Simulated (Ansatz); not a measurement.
Hf (bcc type), DFT, PBE, PAW with Ansatz's default frozen-core files, scalar-relativistic (Ansatz 0.2.0), on 1 thread of Arm Neoverse V1 (shared host).

Command: `ansatz run input.yaml --threads 1 --pin off --max-ram 2048MiB --backend cpu --events-out ev --progress --plain --runs-dir out`

```yaml
crystal:
  lattice:
    - [-1.7439668578, 1.7439668578, 1.7439668578]
    - [1.7439668578, -1.7439668578, 1.7439668578]
    - [1.7439668578, 1.7439668578, -1.7439668578]
  atoms:
    - { symbol: Hf, position: [0.0, 0.0, 0.0] }
kpoints:
  mp_grid: { grid: [17, 17, 17] }
scf:
  occupations: { method: fermi_dirac, width: 0.08 }
hamiltonian:
  xc: pbe
  pseudopotentials: { kind: paw }
output:
  forces: true
  stress: true
  eigenvalues: true
  populations: true
  write_density: true
  write_potential: true
  elf: true
  volumetric_format: npy
```

Question: How large is the problem that the program sets up?

Answer: 165 irreducible k-points, 381 plane waves at Γ, 17 bands.

Question: About how long does it take?

Answer: 5 s of wall time for 6 SCF iterations. Times on shared machines scatter by tens of per cent.
